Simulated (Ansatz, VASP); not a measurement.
# V in VASP and in Ansatz

```
V
1.0
    -1.52000    1.52000    1.52000
     1.52000   -1.52000    1.52000
     1.52000    1.52000   -1.52000
V
1
Cartesian
  0.0000 0.0000 0.0000
```

Alike in both runs: task single point; functional LDA; k mesh 25 × 25 × 25; occupations fermi-dirac, width 0.1 eV; no spin polarisation.

|  | VASP | Ansatz |
| --- | --- | --- |
| version | VASP 6.6.1 | Ansatz 0.2.0 |
| potentials or method | VASP PAW LDA potentials, release 64 (V_sv) | plane waves (420 eV) with PAW, scalar-relativistic |
| plane-wave cutoff (eV) | 520 | 420 |
| valence electrons in the cell | 13 | 13 |

|  | VASP | Ansatz | Ansatz less VASP |
| --- | --- | --- | --- |
| pressure (GPa) | -18.6 | -19.0 | -0.35 |

Ansatz warned: «pseudo_functional_mismatch».

Caveats: so large a pressure means that the cell lies far from this level's equilibrium, or that cutoff or potentials fall short (VASP).
